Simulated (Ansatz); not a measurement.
# Si: molecular dynamics, part 2 of 2

Aim: heat the crystal hard, then quench it. Runs: 180 steps of 2 fs under a Langevin thermostat at 2000 K; 269 steps of 2 fs under a Langevin thermostat, set from 1600 K to 300 K by a schedule. The start is the crystal (diamond), its volume scaled by 1.15.

Ansatz 0.2.0; DFT LDA, plane waves, PAW, scalar-relativistic, no spin polarisation.

### Step 8. The trajectory

One step in 14; energies are changes from step 0; msd is the mean square displacement from the start, the centre of mass held:

```csv
time (fs),T (K),potential energy change (meV/atom),msd Si (Å²)
0.0,1500,0.0,0.000
28.0,1432,-17.8,0.079
56.0,1596,-17.5,0.202
84.0,1646,-63.8,0.216
112.0,1703,-85.9,0.212
140.0,917,-50.0,0.259
168.0,1384,-109.5,0.236
196.0,1199,-123.0,0.248
224.0,1053,-181.4,0.267
252.0,1052,-216.6,0.332
280.0,1277,-272.0,0.338
308.0,762,-234.5,0.362
336.0,805,-247.7,0.334
364.0,578,-276.3,0.290
392.0,503,-297.5,0.257
420.0,318,-313.4,0.225
448.0,343,-322.0,0.215
476.0,338,-327.5,0.227
504.0,367,-326.0,0.260
532.0,418,-320.4,0.290
538.0,431,-321.4,0.293
```

time (fs), T (K) and a bar:
```
      0.0       1500 #####################
     24.0       1333 ##################
     46.0       2032 ##############################
     70.0       1247 #################
     94.0       1248 #################
    116.0       1630 #######################
    140.0        917 ###########
    164.0       1613 #######################
    188.0       1208 ################
    210.0       1307 ##################
    234.0       1379 ###################
    258.0        982 ############
    280.0       1277 #################
    304.0        678 #######
    328.0        845 ##########
    350.0        834 #########
    374.0        497 ####
    398.0        471 ###
    422.0        312 #
    444.0        339 #
    468.0        357 #
    492.0        281 
    514.0        317 #
    538.0        431 ###
```

Pair distribution over the second half of the run:

```csv
r (Å),g Si–Si
0.68,0.00
0.84,0.00
1.00,0.00
1.16,0.00
1.32,0.00
1.48,0.00
1.64,0.00
1.80,0.00
1.96,0.00
2.12,0.02
2.28,1.05
2.44,4.86
2.60,1.95
2.76,0.14
2.92,0.01
3.08,0.00
3.24,0.00
```

First peaks of g(r) (not always the tallest), and, where a minimum follows, the mean number of second-named atoms round a first-named one up to the next minimum:

```csv
pair,peak (Å),height,minimum (Å),neighbours
Si–Si,2.44,4.9,3.00,4.0
```

Maxima of the velocity power spectrum (cm⁻¹, relative height; resolution about 120 cm⁻¹): 140 (68), 340 (100).

### Step 9. Positions and forces

Positions (Å) and forces (eV/Å):

```xyz
16
Lattice="0.000 5.689 5.689 5.689 0.000 5.689 5.689 5.689 0.000" Properties=species:S:1:pos:R:3:forces:R:3 pbc="T T T" time_fs=90.0 T=1312 dE=-0.9629
Si   -0.355   -0.181    0.702   -1.137   -2.007   -1.365
Si    1.046    1.127    1.637    2.553    2.025    1.273
Si    2.808    2.680    0.478   -0.928    0.171   -0.880
Si    4.058    4.089    2.058   -0.962   -0.577    0.208
Si    2.572   -0.366    2.823   -0.531   -0.982    0.040
Si    4.169    0.245    4.430    0.531    1.014   -0.602
Si    5.126    2.162    3.169    1.653    0.788    0.003
Si    7.010    3.807    4.353   -0.668    0.211    0.357
Si   -0.538    2.414    2.871    1.187    2.206   -0.984
Si    0.712    4.262    4.387    0.145    0.040   -0.375
Si    2.411    5.668    3.161    0.816   -0.195    0.150
Si    4.081    7.079    4.527   -1.649   -1.017    0.599
Si    2.321    3.248    5.959   -0.833   -0.393   -0.372
Si    4.148    4.221    6.914    0.332   -0.027    1.188
Si    5.641    5.717    5.632    0.667   -1.297   -0.017
Si    7.154    7.006    7.036   -1.175    0.040    0.777
16
Lattice="0.000 5.689 5.689 5.689 0.000 5.689 5.689 5.689 0.000" Properties=species:S:1:pos:R:3:forces:R:3 pbc="T T T" time_fs=180.0 T=1234 dE=-1.3411
Si   -0.369   -0.275    0.597   -2.500   -0.549   -0.279
Si    0.806    1.316    1.696    1.126   -0.204   -0.017
Si    2.020    2.413   -0.074    2.245   -0.812    1.151
Si    3.558    3.618    1.698    0.618    1.394    0.197
Si    2.346   -0.217    2.878    0.777    0.575    1.069
Si    4.272    0.963    4.311   -0.772   -0.464    0.705
Si    5.448    2.729    3.320   -1.262   -1.155   -1.993
Si    6.861    4.059    4.440   -1.274    2.711   -0.047
Si   -0.572    2.689    2.990    0.621    1.500    0.407
Si    0.608    4.394    4.529    1.646   -0.987   -1.413
Si    2.281    5.576    2.847    0.176   -1.272    0.587
Si    3.783    6.968    4.132   -1.525   -0.935    1.399
Si    2.068    2.902    6.086    0.698    0.678   -0.971
Si    3.768    4.070    7.337   -0.252    0.661   -1.385
Si    5.075    5.730    5.799    0.698   -1.180    0.122
Si    6.633    6.992    7.232   -1.019    0.038    0.469
16
Lattice="0.000 5.689 5.689 5.689 0.000 5.689 5.689 5.689 0.000" Properties=species:S:1:pos:R:3:forces:R:3 pbc="T T T" time_fs=268.0 T=1024 dE=-3.3619
Si   -0.985   -0.179    0.036    1.768    2.095   -0.507
Si    0.572    1.372    1.849    0.240   -0.637   -1.308
Si    2.091    2.663    0.357   -0.047   -0.121   -0.789
Si    3.645    4.192    1.427   -1.596   -1.679    2.109
Si    2.219    0.080    3.026   -0.285   -0.614    0.241
Si    3.482    1.681    4.443    0.995   -2.205   -1.118
Si    5.043    2.775    2.951    0.154    0.520   -0.101
Si    6.515    4.145    4.381    0.031   -0.080    0.741
Si   -0.977    2.477    3.220    0.531    1.121    0.102
Si    0.520    3.955    4.617    0.051   -0.049   -0.873
Si    2.067    5.188    3.084    0.218    1.286    0.257
Si    3.545    6.743    4.727   -1.061   -0.428   -0.210
Si    2.057    2.573    5.905   -0.697    1.632    1.361
Si    3.620    4.141    7.330   -1.978   -1.568    1.572
Si    5.013    5.287    6.078    1.538    1.687   -1.939
Si    6.398    6.883    7.359    0.137   -0.960    0.462
16
Lattice="0.000 5.689 5.689 5.689 0.000 5.689 5.689 5.689 0.000" Properties=species:S:1:pos:R:3:forces:R:3 pbc="T T T" time_fs=358.0 T=602 dE=-4.4425
Si   -0.849   -0.174    0.330    0.383    0.186   -0.447
Si    0.627    1.178    1.742   -0.397    0.399   -0.096
Si    2.134    2.553    0.420    0.794    0.208   -0.387
Si    3.715    4.080    1.768   -0.918   -1.383    0.577
Si    1.854   -0.238    3.174    1.030   -0.675    0.802
Si    3.446    1.168    4.585   -0.166    0.378   -0.900
Si    5.170    2.540    3.186   -0.848    0.028    0.178
Si    6.360    3.969    4.831   -0.492    0.161   -0.638
Si   -0.891    2.598    3.127    0.062   -0.137   -0.828
Si    0.397    4.049    4.472    0.897    0.325    0.293
Si    2.077    5.309    3.100    0.239    0.686    0.023
Si    3.549    6.848    4.467   -1.109   -1.030    1.481
Si    1.831    2.578    5.806    0.677   -0.216    0.426
Si    3.256    3.889    7.403   -0.927   -0.151    0.685
Si    4.691    5.248    6.249    1.384    1.252   -1.813
Si    6.396    6.728    7.309   -0.612   -0.031    0.644
16
Lattice="0.000 5.689 5.689 5.689 0.000 5.689 5.689 5.689 0.000" Properties=species:S:1:pos:R:3:forces:R:3 pbc="T T T" time_fs=448.0 T=343 dE=-5.1523
Si   -0.783   -0.351    0.377    0.128    0.556    0.026
Si    0.652    1.167    1.823   -0.950   -0.073   -0.248
Si    2.026    2.450    0.383    0.703    1.036    0.040
Si    3.508    4.033    1.845    0.046   -1.111   -0.190
Si    2.099   -0.235    3.099   -0.478   -0.348    1.022
Si    3.437    1.043    4.640    0.623    0.710    0.101
Si    5.001    2.432    3.231   -0.730    0.646    0.195
Si    6.416    3.919    4.639   -0.461    0.173   -0.329
Si   -0.849    2.716    3.198    0.716   -0.426   -0.036
Si    0.702    4.058    4.599   -0.357   -0.079    0.069
Si    2.053    5.502    3.129    0.302   -0.518    0.385
Si    3.466    6.894    4.551   -0.036   -0.126    0.317
Si    2.073    2.640    6.059   -0.061   -0.625   -0.261
Si    3.490    4.113    7.426   -0.199   -0.687   -0.052
Si    4.844    5.400    5.993    0.830    0.236   -0.600
Si    6.313    6.772    7.426   -0.076    0.636   -0.439
16
Lattice="0.000 5.689 5.689 5.689 0.000 5.689 5.689 5.689 0.000" Properties=species:S:1:pos:R:3:forces:R:3 pbc="T T T" time_fs=538.0 T=431 dE=-5.1429
Si   -0.793   -0.105    0.352   -0.013   -0.518    0.252
Si    0.734    1.250    1.748   -0.411   -0.500    0.044
Si    2.013    2.590    0.226    0.971    0.471    0.642
Si    3.569    4.081    1.817   -0.331   -0.249   -0.708
Si    2.122   -0.185    3.270   -0.547    0.159   -0.170
Si    3.442    1.308    4.639    0.761   -0.013   -0.137
Si    5.020    2.740    3.230   -0.493   -0.598   -0.207
Si    6.340    4.132    4.673   -0.205    0.197   -0.009
Si   -0.828    2.511    3.137    0.070    0.369    0.347
Si    0.478    3.901    4.724    0.391    0.818   -0.741
Si    2.076    5.333    3.214   -0.828    0.066   -0.002
Si    3.440    6.805    4.527   -0.135    0.193    0.282
Si    1.980    2.590    6.063    0.082    0.209    0.290
Si    3.363    3.988    7.570    0.615    0.202   -0.765
Si    4.801    5.518    6.059    0.246   -0.490    0.362
Si    6.332    6.873    7.461   -0.172   -0.315    0.519
```

Reading of run 2. The set-point goes from 1600 to 300 K in 538 fs, and the last tenth of the run averages 336 K. Such a rate, of order 10^15 K/s, is far beyond any furnace or quench, and the atoms lag the set-point. Counted from the crystal's sites, with the common drift removed, the atoms stand 0.11 Å away over the last tenth of the run (root mean square), 5 % of the neighbour distance: under the 10 to 20 % at which crystals usually melt.

### Step 10. Results

The summary covers parts 1 to 2.

```
                                    quantity                                     value
                               run 1: length                         180 steps of 2 fs
     run 1: temperature, first and last step                           1875 and 1696 K
             run 1: temperature, second half          mean 1984 K, from 1310 to 3073 K
        run 1: potential energy, second half  +323 meV/atom from this run's first step
run 1: mean square displacement, second half                               Si 0.214 Å²
                               run 2: length                         269 steps of 2 fs
     run 2: temperature, first and last step                            1500 and 431 K
             run 2: temperature, second half            mean 531 K, from 234 to 1277 K
        run 2: potential energy, second half  -291 meV/atom from this run's first step
run 2: mean square displacement, second half                               Si 0.279 Å²
```

In words: Mean temperatures of the second halves: 1984 K, 531 K. In the last run: counted from the crystal's sites, with the common drift removed, the atoms stand 0.11 Å away over the last tenth of the run (root mean square), 5 % of the neighbour distance: under the 10 to 20 % at which crystals usually melt. 538 fs on 16 atoms is far too short and small for converged averages. The settings are cheap ones for dynamics (low accuracy level or one k-point).
